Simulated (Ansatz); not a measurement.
What pressure 2.1 GPa does to AlSb

Base system: AlSb in the zinc blende structure (space group F-43m, No. 216; a = 6.177 Å).

One thing is altered: a hydrostatic pressure of 2.1 GPa.

Calculations: plane-wave PAW DFT at the r2SCAN level (Ansatz, an electronic-structure program, 500 eV), no spin-orbit coupling, earlier PAW set. Γ-centred 13×13×13 mesh, Fermi–Dirac width 0.05 eV.

The volume per atom shrinks by 1.01 Å³ (29.47 Å³ → 28.46 Å³) and the lattice parameter a falls by 0.0715 Å, from 6.177 Å to 6.106 Å. The shortest interatomic distance shrinks by 0.031 Å to 2.644 Å and the enthalpy H = E + PV relative to the base's energy comes out as +0.38 eV/atom. The band gap drops by 0.05 eV, from 1.51 eV to 1.46 eV and the smallest direct gap goes up by 0.30 eV, from 2.03 eV to 2.33 eV. The width of the top valence band grows by 0.12 eV (2.77 eV → 2.89 eV) and the electron mass goes from 1.1 mₑ along k, 0.21 mₑ across (off the special points) to 2.9 mₑ along k, 0.22 mₑ across (off the special points). The hole mass (degenerate bands, along [100]) changes from 0.11, 0.35, 0.35 mₑ (at Γ) to 0.12, 0.34, 0.34 mₑ (at Γ) and the valley order (the lowest conduction-band minima on the path, energy above the VBM, named in the base's zone) changes from a point along ⟨100⟩, about 0.9 Å⁻¹ from Γ 1.51 eV; L along ⟨111⟩ 1.69 eV; Γ 2.03 eV to a point along ⟨100⟩, about 0.9 Å⁻¹ from Γ 1.46 eV; L along ⟨111⟩ 1.80 eV; Γ 2.33 eV.

Cost of the whole job for the changed cell (relaxation, final SCF and bands): around 50 core-seconds (rough).

With Sb present, leaving out spin-orbit coupling can change the band edges. Load acts through the strain it causes; cell and atoms are relaxed under it. Masses are band curvatures over ±0.01 Å⁻¹ around the edge. Along k means along the line from Γ to the band edge. Whether these cells are dynamically stable was not tested. Tetrahedral semiconductors of this kind turn to denser phases somewhere between about 1 and 50 GPa; those were not computed, so compressed cells here can lie past the real transition.
